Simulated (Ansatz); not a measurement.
**BaTiO3: relaxation of cell and atoms with PBE+U**

Crystal: BaTiO3.

```
Ba Ti O
1.0
     2.82737    1.63238    2.31839
    -2.82737    1.63238    2.31839
     0.00000   -3.26476    2.31839
Ba Ti O
1 1 3
Cartesian
  0.0000 0.0000 0.0000
  0.0000 0.0000 3.3698
  1.3885 -0.8017 2.3988
  -1.3885 -0.8017 2.3988
  0.0000 1.6033 2.3988
```

```yaml
Program: Ansatz 0.2.0
Task: relaxation of cell and atoms
Functional: PBE
Potentials_or_basis: Ansatz PAW
Cutoff: "420 eV (not typed: the program's choice for these potentials)"
k_mesh: 7 × 7 × 7
Occupations: fermi-dirac, width 0.05 eV
Spin: no spin polarisation
Hubbard_terms: Ti d U = 5 eV
Hubbard_projectors: ortho-atomic (the default)
Double_counting: fll (the default)
```

```
Relaxed volume                         : 13.27 Å³/atom
Relaxed cell                           : a = 4.048 Å, b = 4.048 Å, c = 4.048 Å, α = 89.87°, β = 89.87°, γ = 89.87°
Space group after relaxing (to 0.05 Å) : R3m (No. 160)
Energy gained by relaxing              : 12.2 meV/atom
Ionic steps                            : 9
Pressure after relaxing                : 0.0 GPa
Band gap on the k mesh                 : 2.71 eV, indirect (least direct gap 2.99 eV)
```

The path:
| step | energy change (eV) | largest force (eV/Å) | volume (Å³) |
| --- | --- | --- | --- |
| 1 | 0.0000 | 0.7042 | 64.20 |
| 2 | -0.0213 | 0.4317 | 67.13 |
| 3 | -0.0467 | 0.1478 | 66.74 |
| 4 | -0.0474 | 0.1633 | 66.69 |
| 5 | -0.0522 | 0.0784 | 65.85 |
| 6 | -0.0529 | 0.0018 | 66.20 |
| 7 | -0.0608 | 0.0018 | 66.20 |
| 8 | -0.0604 | 0.0018 | 66.34 |
| 9 | -0.0608 | 0.0019 | 66.34 |

Final structure:
```yaml
crystal:
  lattice:
    - [2.85928, 1.65080, 2.34233]
    - [-2.85928, 1.65080, 2.34233]
    - [0.00000, -3.30161, 2.34233]
  atoms:
    - { symbol: Ba, position: [0.99795, 0.99795, 0.99795] }
    - { symbol: Ti, position: [0.48942, 0.48942, 0.48942] }
    - { symbol: O, position: [0.50841, 0.01500, 0.50841] }
    - { symbol: O, position: [0.01500, 0.50841, 0.50841] }
    - { symbol: O, position: [0.50841, 0.50841, 0.01500] }
```

Levels at points of the mesh, in eV from the valence-band top:
```csv
k point,band 18,band 19,band 20,band 21,band 22,band 23
"(0.00, 0.00, 0.00)",-0.32,-0.29,-0.29,2.71,2.71,2.79
```

Eigenvalues of the final occupation matrices:
```tsv
site	spin	trace	eigenvalues
site 1	1	1.07	0.17 0.17 0.17 0.28 0.28
```

Wall time 61 s on 2 threads of Arm Neoverse V1, with other jobs on the host, peak memory 0.47 GiB.

Caveat: odd divisions of the mesh miss points on the zone boundary, where band edges often lie, so the gap on the mesh can be too wide; the plane-wave basis is chosen anew once the cell has moved, so the energies of steps on either side of that aren't comparable; the pressure holds a Pulay correction of +0.5 GPa for the finite cutoff; spin-orbit coupling is left out, which moves the levels of the heavy elements. A k mesh can miss the band edges.
